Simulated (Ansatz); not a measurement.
# Harmonic thermodynamics of Al

Computed with DFT PBE, scalar-relativistic, plane waves, PAW (Ansatz). Cutoff 420 eV, 24×24×12 k-points (Γ-centred), Fermi-Dirac smearing of 0.15 eV. No spin polarisation. Phonons by linear response, acoustic sum rule imposed.

Relaxed structure:
```cif
data_structure
_symmetry_space_group_name_H-M 'P 1'
_symmetry_Int_Tables_number 1
_cell_length_a 2.8548
_cell_length_b 2.8548
_cell_length_c 4.7209
_cell_angle_alpha 90.000
_cell_angle_beta 90.000
_cell_angle_gamma 120.000
_cell_volume 33.32
loop_
_atom_site_label
_atom_site_type_symbol
_atom_site_fract_x
_atom_site_fract_y
_atom_site_fract_z
_atom_site_occupancy
Al1 Al 0.33333 0.66667 0.25000 1
Al2 Al 0.66667 0.33333 0.75000 1
```

The structure comes from a generated guess, relaxed at this level; another structure or a mixture of phases may lie lower. In a metal, frequencies and elastic constants depend on the k mesh and the smearing, soft modes and shear constants most. Some empty bands missed the eigensolver's threshold. The q mesh is coarse, so values between its points are rough. This form isn't the element's ground state: it lies 33 meV/atom above the standard structure at this level.

Force constants from linear response on a 3×3×2 q mesh, interpolated to a fine mesh.

Phonon density of states, in bins of 5 cm⁻¹:
(bin centre (cm⁻¹), share of modes (%)): (2.5, 0.0), (7.5, 0.0), (12.5, 0.0), (17.5, 0.0), (22.5, 0.1), (27.5, 0.1), (32.5, 0.1), (37.5, 0.2), (42.5, 0.2), (47.5, 0.2), (52.5, 0.3), (57.5, 0.3), (62.5, 0.4), (67.5, 0.4), (72.5, 0.5), (77.5, 0.6), (82.5, 0.6), (87.5, 0.7), (92.5, 0.8), (97.5, 0.8), (102.5, 0.9), (107.5, 1.0), (112.5, 1.2), (117.5, 1.3), (122.5, 1.4), (127.5, 1.6), (132.5, 1.9), (137.5, 2.2), (142.5, 2.6), (147.5, 3.0), (152.5, 3.6), (157.5, 4.3), (162.5, 3.9), (167.5, 3.4), (172.5, 3.0), (177.5, 3.0), (182.5, 3.0), (187.5, 2.8), (192.5, 2.4), (197.5, 2.3), (202.5, 2.3), (207.5, 2.2), (212.5, 2.0), (217.5, 1.9), (222.5, 2.0), (227.5, 1.8), (232.5, 1.6), (237.5, 1.4), (242.5, 1.2), (247.5, 1.0), (252.5, 1.4), (257.5, 1.4), (262.5, 2.2), (267.5, 2.8), (272.5, 3.3), (277.5, 2.8), (282.5, 3.3), (287.5, 3.2), (292.5, 2.3), (297.5, 1.9), (302.5, 1.6), (307.5, 0.9), (312.5, 0.1)

Q: What is the zero-point energy per atom?

A: 36.6 meV.

Q: How large are the vibrational entropy and heat capacity at 300 K?

A: S = 3.49 k_B and C_V = 2.77 k_B per atom, 92 % of the Dulong–Petit value.

Q: Tabulate them against temperature.

A:
```csv
T (K),F_vib (meV/atom),S (k_B/atom),C_V (k_B/atom)
100,34.0,0.94,1.63
200,19.3,2.41,2.52
300,-6.4,3.49,2.77
400,-40.1,4.30,2.87
500,-80.0,4.94,2.91
600,-125.0,5.48,2.94
700,-174.2,5.93,2.96
800,-227.0,6.33,2.97
900,-283.1,6.68,2.97
1000,-342.0,6.99,2.98
```
